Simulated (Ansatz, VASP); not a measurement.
# EuS in VASP and in Ansatz

Contents of INCAR:

```
SYSTEM = EuS
PREC = Accurate
ENCUT = 520
EDIFF = 1E-6
ISMEAR = 0
SIGMA = 0.05
LREAL = .FALSE.
LASPH = .TRUE.
NELM = 150
ALGO = Fast
ISIF = 2
LWAVE = .FALSE.
LCHARG = .FALSE.
ISPIN = 2
MAGMOM = 7 0
LORBIT = 11
LMAXMIX = 6
LDAU = .TRUE.
LDAUTYPE = 1
LDAUL = 3 -1
LDAUU = 8 0
LDAUJ = 0.9 0
LDAUPRINT = 1
GGA = CA
NBANDS = 22
```

Contents of KPOINTS:

```
Automatic mesh
0
G
  6 6 6
  0 0 0
```

POSCAR

```
EuS
1.0
    0.0000000000      2.9785018700      2.9785018700
    2.9785018700      0.0000000000      2.9785018700
    2.9785018700      2.9785018700      0.0000000000
Eu S
1 1
Direct
    0.5000000000      0.5000000000      0.5000000000
    0.0000000000      0.0000000000      0.0000000000
```

Input for Ansatz:

```yaml
crystal:
  lattice:
    - [0.0, 2.97850187, 2.97850187]
    - [2.97850187, 0.0, 2.97850187]
    - [2.97850187, 2.97850187, 0.0]
  atoms:
    - { symbol: Eu, position: [0.5, 0.5, 0.5], spin: 7.0 }
    - { symbol: S, position: [0.0, 0.0, 0.0] }
basis:
  ecutwfc: 420
  ecutrho_ratio: 4
kpoints:
  mp_grid: { grid: [6, 6, 6] }
hamiltonian:
  xc: lda
  hubbard: { sites: [{ site: 0, l: f, u: 8.0, j: 0.9 }] }
scf:
  occupations: { method: gaussian, width: 0.05 }
  lower_state_search: "off"
  max_iter: 150
output:
  forces: true
  stress: true
  eigenvalues: true
  populations: true
  hubbard: { sites: [{ site: 0, l: f }] }
magnetization:
  spin_polarized: true
```

Alike in both runs: task single point; functional LDA; k mesh 6 × 6 × 6; occupations gaussian, width 0.05 eV; collinear spin; Hubbard terms Eu f U = 8.0 eV, J = 0.9 eV.

|  | VASP | Ansatz |
| --- | --- | --- |
| version | VASP 6.6.1 | Ansatz 0.2.0 |
| potentials or method | VASP PAW PBE potentials, release 64 (Eu, S) | scalar-relativistic, plane waves, PAW |
| plane-wave cutoff (eV) | 520 | 420 |
| valence electrons in the cell | 23 | 23 |

```csv
,VASP,Ansatz,Ansatz less VASP
gap on the k mesh at the Fermi level (eV),0.55,0.78,+0.230
least direct gap on the mesh (eV),0.88,1.27,+0.394
pressure (GPa),-3.4,-3.8,-0.46
net moment per atom (μB),3.50,3.50,0.000
size of the moment on the site where the two differ most (μB),6.75,6.86,+0.108
```

Site moments also hang on the region over which each program counts them. The programs project onto different local orbitals, so the same U acts differently.

Caveats: the PAW data sets were made with another functional, which shifts forces and pressure a little (VASP); spin-orbit coupling is left out, which moves the levels of the heavy elements; a cell with one magnetic atom can't hold antiferromagnetic order, which such compounds often take. The state reached can hang on the start; a lower one may exist. A k mesh can miss the band edges.
